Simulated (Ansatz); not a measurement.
The system is Ag, a slab with vacuum.

```
Ag
1.0
     2.93000    0.00000    0.00000
    -1.46500    2.53745    0.00000
     0.00000    0.00000   29.37000
Ag
7
Cartesian
  1.4650 0.8458 7.5000
  0.0000 1.6916 9.8950
  1.4650 0.8458 12.2900
  0.0000 1.6916 14.6850
  1.4650 0.8458 17.0800
  0.0000 1.6916 19.4750
  1.4650 0.8458 21.8700
```

The cell isn't the ideal one: the (0 0 1) slab of Ag, cut from the database cell, not relaxed.

Below is the output of Ansatz 0.2.0 for this cell. Logs are shortened: lines on timing, memory, paths and dates and some standing lists are left out, and cuts for length are marked.

```text
Warning: RAYON_NUM_THREADS=4 ignored (pool sized by the plan → 4); use --threads N
Engine: ansatz 0.2.0, aarch64-unknown-linux-gnu
Pseudopotentials: kind: paw
Pseudopotential: Ag, paw, valence charge 19, recommended cutoff 420 eV (normal), Ag.paw.azcp
Functional definition: PBE
  parameter kappa = 0.804
  parameter beta = 0.06672455060314922
  exchange = pbe_x(kappa = kappa, mu = beta*pi^2/3)
  correlation = pbe_c(beta = beta)
[... 54 lines left out ...]
  atom   3  Ag    -0.00000000    -0.00000000    -0.04943296
  atom   4  Ag    -0.00000000     0.00000000     0.00000003
  atom   5  Ag     0.00000000     0.00000000     0.04943303
  atom   6  Ag    -0.00000000     0.00000000    -0.02642536
  atom   7  Ag    -0.00000000    -0.00000000    -0.04855145
  max |Σ_I F_I| component: 1.40e-7 eV/Å
--- Band table (eV; the first three rows and the last of 14) ---
  k-point 0: bands = ["-84.3697", "-84.3188", "-84.3188", "-84.2675", "-84.2673", "-84.2008", "-84.2008", "-47.8714", "-47.8312", "-47.8212", "-47.7970", "-47.7970", "-47.7490", "-47.7418", "-47.7418", "-47.7418", "-47.7418", "-47.7317", "-47.6814", "-47.6814", "-47.6809", "-47.6809", "-47.6552", "-47.6551", "-47.6385", "-47.6385", "-47.6385", "-47.6385", "0.1865", "0.5663", "1.0620", "1.4261", "1.4799", "1.5705", "1.5966", "2.8466", "2.8502", "2.8861", "2.8861", "2.9134", "2.9297", "2.9297", "2.9708", "2.9708", "3.0186", "3.0186", "3.0862", "3.0862", "3.1639", "3.1639", "3.2082", "3.2082", "3.3288", "3.6081", "3.6081", "3.7960", "3.7960", "3.9931", "3.9931", "4.2087", "4.2087", "4.2804", "4.3322", "4.3322", "4.4279", "4.4279", "4.4617", "4.4617", "5.5966", "7.1144", "7.6301", "11.2873", "11.7413", "12.0181", "13.2329", "13.6125", "15.3033", "15.7220", "17.8173", "18.2237"]
  k-point 1: bands = ["-84.3688", "-84.3178", "-84.3178", "-84.2667", "-84.2665", "-84.1999", "-84.1999", "-47.8684", "-47.8294", "-47.8200", "-47.8073", "-47.7997", "-47.7565", "-47.7535", "-47.7444", "-47.7444", "-47.7436", "-47.7311", "-47.6908", "-47.6908", "-47.6839", "-47.6834", "-47.6546", "-47.6545", "-47.6482", "-47.6482", "-47.6410", "-47.6410", "0.4489", "0.8198", "1.3042", "1.5798", "1.6665", "1.7770", "1.7889", "2.7530", "2.7644", "2.7911", "2.8135", "2.8908", "2.9318", "2.9600", "3.0017", "3.0433", "3.0481", "3.0914", "3.0987", "3.1330", "3.1772", "3.2002", "3.2279", "3.2761", "3.3330", "3.5093", "3.5558", "3.6158", "3.7578", "3.8416", "3.9527", "3.9671", "4.0456", "4.1888", "4.1914", "4.3317", "4.4237", "4.4430", "4.4888", "5.0291", "6.1395", "7.5490", "8.1978", "11.4571", "11.9628", "12.2141", "13.4642", "13.8042", "15.5327", "15.9218", "18.0458", "18.4275"]
  k-point 2: bands = ["-84.3664", "-84.3155", "-84.3155", "-84.2644", "-84.2642", "-84.1976", "-84.1976", "-47.8606", "-47.8386", "-47.8194", "-47.8171", "-47.8065", "-47.7824", "-47.7811", "-47.7514", "-47.7514", "-47.7435", "-47.7333", "-47.7161", "-47.7146", "-47.6905", "-47.6898", "-47.6741", "-47.6741", "-47.6526", "-47.6526", "-47.6476", "-47.6476", "1.1261", "1.4199", "1.7818", "1.8632", "1.9903", "2.1477", "2.1489", "2.5428", "2.5587", "2.6462", "2.6999", "2.7321", "2.8499", "2.8758", "2.9176", "2.9802", "3.1620", "3.2462", "3.2512", "3.2863", "3.3418", "3.3531", "3.3992", "3.4190", "3.4979", "3.5079", "3.6010", "3.6711", "3.6757", "3.6814", "3.7818", "3.9081", "3.9601", "4.1650", "4.2726", "4.3324", "4.4698", "4.5397", "4.8775", "5.8377", "7.0954", "8.5458", "9.5316", "11.9667", "12.6307", "12.8520", "14.1590", "14.3938", "16.2103", "16.5151", "18.4723", "18.6870"]
  k-point 13: bands = ["-84.3592", "-84.3082", "-84.3082", "-84.2575", "-84.2575", "-84.1906", "-84.1906", "-47.8839", "-47.8633", "-47.8407", "-47.8292", "-47.8286", "-47.8088", "-47.8086", "-47.8048", "-47.8026", "-47.7581", "-47.7560", "-47.7461", "-47.7422", "-47.7405", "-47.7378", "-47.7179", "-47.7178", "-47.6999", "-47.6998", "-47.6478", "-47.6478", "1.9041", "2.0270", "2.0870", "2.1616", "2.2346", "2.2665", "2.3510", "2.4682", "2.4921", "2.4933", "2.5644", "2.6581", "2.7785", "2.9269", "2.9716", "3.0007", "3.0538", "3.0781", "3.2165", "3.2435", "3.4072", "3.4089", "3.5594", "3.5773", "3.6071", "3.7977", "4.1049", "4.1984", "4.2218", "4.3216", "4.3605", "4.4519", "4.5222", "4.5414", "4.5747", "9.1222", "9.4511", "9.9541", "10.6860", "11.3341", "11.4868", "11.6303", "11.7776", "12.2160", "12.7911", "12.8660", "13.0627", "13.5722", "13.7423", "14.1311", "14.5587", "14.7740"]
```

Q: What input gives this log?

A: Single point with PBE, no spin polarisation. The files as run (others can give the same):

input.yaml
```yaml
crystal:
  lattice:
    - [2.9299980804, 0.0, 0.0]
    - [-1.4649990402, 2.5374527707, 0.0]
    - [0.0, 0.0, 29.37]
  atoms:
    - { symbol: Ag, position: [0.6666666667, 0.3333333334, 0.2553626149] }
    - { symbol: Ag, position: [0.3333333333, 0.6666666666, 0.3369084099] }
    - { symbol: Ag, position: [0.6666666667, 0.3333333334, 0.418454205] }
    - { symbol: Ag, position: [0.3333333333, 0.6666666666, 0.5] }
    - { symbol: Ag, position: [0.6666666667, 0.3333333334, 0.581545795] }
    - { symbol: Ag, position: [0.3333333333, 0.6666666666, 0.6630915901] }
    - { symbol: Ag, position: [0.6666666667, 0.3333333334, 0.7446373851] }
hamiltonian:
  xc: pbe
  pseudopotentials: { kind: paw }
kpoints:
  mp_grid: { grid: [10, 10, 1] }
scf:
  occupations: { method: fermi_dirac, width: 0.05 }
output:
  forces: true
  eigenvalues: true
efield:
  axis: 3
  dipole_correction: true
  ramp_width: 0.04
```

Potentials or basis: Ansatz PAW.
The run is started by
```console
$ ansatz run input.yaml --threads 4 --pin off --max-ram 11264MiB --backend cpu --events-out ev --progress --plain --runs-dir out
```
